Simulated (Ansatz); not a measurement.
**CaO (4H polytype): the band gap by level of theory**

All numbers come from Ansatz 0.2.0. Simulation only: spin-unpolarised, and no claim that this is the phase found in nature.

The cell is CaO built on the 4H polytype prototype; cell and atoms were relaxed with r2SCAN. The symmetry is P6_3mc (No. 186, hexagonal); a = 3.733 Å, c = 11.692 Å in the conventional setting, 17.64 Å³ an atom. Around Ca lie 4 O at 2.25–2.27 Å; around Ca lie 4 O at 2.24–2.26 Å; around O lie 4 Ca at 2.26–2.27 Å; around O lie 4 Ca at 2.24–2.25 Å.

```xyz
8
Lattice="3.7329 0.0000 0.0000 -1.8664 3.2327 0.0000 0.0000 0.0000 11.6923" Properties=species:S:1:pos:R:3 pbc="T T T"
Ca    0.0000    0.0000   -0.0418
Ca    0.0000    2.1552    2.8988
Ca    0.0000    0.0000    5.8043
Ca    1.8664    1.0776    8.7449
O     0.0000    0.0000    2.2327
O     0.0000    2.1552    5.1411
O     0.0000    0.0000    8.0788
O     1.8664    1.0776   10.9873
```

Relaxed lattice by functional, symmetry kept:
```csv
functional,k mesh,a (Å),c (Å),volume (Å³/atom)
PBE,12×12×2,3.747,11.825,17.97
r2SCAN,12×12×2,3.733,11.692,17.64
```

On this one geometry the levels give:
```
 level   k mesh  gap (eV)      kind              edges  least direct gap (eV)
   PBE  12×12×2      3.41  indirect              M → Γ                   3.80
r2SCAN  12×12×2      3.85  indirect              M → Γ                   4.23
 HSE06    6×6×2      4.82  indirect              M → Γ                   5.20
  PBE0    6×6×2      5.53  indirect  (1/6, 1/3, 0) → Γ                   5.92
```
PBE: smearing of 0.02 eV; the others have fixed occupations.
Wave cutoffs: 420 eV, 500 eV (r2SCAN).

The HSE06 gap is indirect, 4.82 eV (M to Γ), below the direct gap of 5.20 eV at Γ.

r2SCAN covers 31 % of the step from PBE to HSE06. All these functionals give a gap of the same kind, indirect.

r2SCAN (ground state on 6×6×2): The clamped-ion dielectric constant comes out as 3.07 along x and y, 3.11 along z. Born charges, averaged over directions: Ca +2.08 to +2.10, O -2.10 to -2.08 e. The program notes that the ground state's band table doesn't vouch for all the bands that the response reads.

The meshes of the hybrids are coarse, so their gaps aren't converged to the digits shown.
